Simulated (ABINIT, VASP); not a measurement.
## ScAl3: equilibrium volume by level of theory

**What was measured.** The equilibrium volume of ScAl3 (Pm-3m) is reported as 17.27 Å³/atom at 300 K (pmc:8067998, doi:10.3390/ma14081837). The runs below try to reproduce it.

The structure is cubic, space group Pm-3m (No. 221). Conventional cell: a = 4.088 Å, b = 4.088 Å, c = 4.088 Å, α = 90.00°, β = 90.00°, γ = 90.00°. Sc (site symmetry m-3m) has 12 Al at 2.89 Å as nearest neighbours. Around Al (site symmetry 4/mmm) lie 4 Sc at 2.89 Å and 8 Al at 2.89 Å.

```tsv
rung	level	program and potentials	cutoff (eV)	k mesh	smearing	equilibrium volume (Å³/atom)	miss	notes
LDA	LDA	ABINIT, JTH PAW LDA v2.0	408	5 × 5 × 5	fermi-dirac 0.05	16.37	-5.2 %	-
GGA + dispersion	PBE+D3(BJ)	VASP, PBE PAW files Al, Sc_sv, 600 eV	600	7 × 7 × 7	fermi-dirac 0.05	16.60	-3.9 %	-
GGA + dispersion	PBE+D3(zero damping)	VASP, PBE PAW files Al, Sc_sv, 600 eV	600	7 × 7 × 7	fermi-dirac 0.05	16.80	-2.7 %	-
GGA + dispersion	PBE+D4	VASP, PBE PAW files Al, Sc_sv, 600 eV	600	7 × 7 × 7	fermi-dirac 0.05	16.71	-3.2 %	-
GGA + dispersion	PBEsol+D3(BJ)	VASP, PBE PAW files Al, Sc_sv, 600 eV	600	7 × 7 × 7	fermi-dirac 0.05	16.25	-5.9 %	potentials made for PBE
GGA + dispersion	PBEsol+D3(zero damping)	VASP, PBE PAW files Al, Sc_sv, 600 eV	600	7 × 7 × 7	fermi-dirac 0.05	16.49	-4.5 %	potentials made for PBE
non-local van der Waals functional	optB86b-vdW	VASP, PBE PAW files Al, Sc_sv, 600 eV	600	7 × 7 × 7	fermi-dirac 0.05	17.11	-0.9 %	potentials made for PBE
non-local van der Waals functional	optPBE-vdW	VASP, PBE PAW files Al, Sc_sv, 600 eV	600	7 × 7 × 7	fermi-dirac 0.05	17.41	+0.8 %	potentials made for PBE
non-local van der Waals functional	rev-vdW-DF2	VASP, PBE PAW files Al, Sc_sv, 600 eV	600	7 × 7 × 7	fermi-dirac 0.05	17.12	-0.9 %	potentials made for PBE
non-local van der Waals functional	vdW-DF	VASP, PBE PAW files Al, Sc_sv, 600 eV	600	7 × 7 × 7	fermi-dirac 0.05	17.76	+2.8 %	potentials made for PBE
non-local van der Waals functional	vdW-DF-cx	VASP, PBE PAW files Al, Sc_sv, 600 eV	600	7 × 7 × 7	fermi-dirac 0.05	17.03	-1.4 %	potentials made for PBE
non-local van der Waals functional	vdW-DF2	VASP, PBE PAW files Al, Sc_sv, 600 eV	600	7 × 7 × 7	fermi-dirac 0.05	17.71	+2.5 %	potentials made for PBE
```

Task: relaxation of cell and atoms. All rows: no spin polarisation. Smearing widths are in eV. For a metal such meshes aren't converged. Meshes differ between rows, which moves values too. Meshes are those of the run's cell of 4 atoms unless a note names another. Relaxations start from the cell shown or near it and stop with a little pressure left. The cell shown, of 17.08 Å³ an atom, is the runs' start and not the measured value. Misses use the values as printed. Runs on faulty files, with rough fits or with known faults for this quantity aren't shown. No row holds spin-orbit coupling.

By rung: LDA 16.37; GGA + dispersion 16.25 to 16.80; non-local van der Waals functional 17.03 to 17.76 (Å³/atom). Measured: 17.27 Å³/atom at 300 K (pmc:8067998, doi:10.3390/ma14081837). Closest is optPBE-vdW (+0.8 %). The runs are for a static lattice, while measurements hold temperature and zero-point motion.
